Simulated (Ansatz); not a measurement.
Rock-salt NaBr was calculated with r²SCAN0 (plane waves, PAW; Ansatz, a quantum-chemistry and plane-wave program).

Settings: plane-wave cutoff 520 eV, 8×8×8 k mesh, Fermi–Dirac smearing 0.01 eV, scalar-relativistic PAW data made under PBE.

The cell is scaled about its equilibrium volume:

```tsv
V (Å³/atom)	P (GPa)	direct gap at Γ (eV)
24.775	1.32	6.773
25.427	0.61	6.675
26.162	-0.07	6.573
26.731	-0.52	6.498
27.383	-0.98	6.418
```

A straight line through the gaps at Γ against ln V gives a volume deformation potential dE_g(Γ)/d ln V of -3.5 eV: the gap at Γ widens under compression.

Measured, for comparison: band gap 7.1 eV (temperature not stated, no zero-point or thermal correction; as tabulated in Aguado et al. (1998), arXiv:cond-mat/9809176).

Spin–orbit coupling is not included.
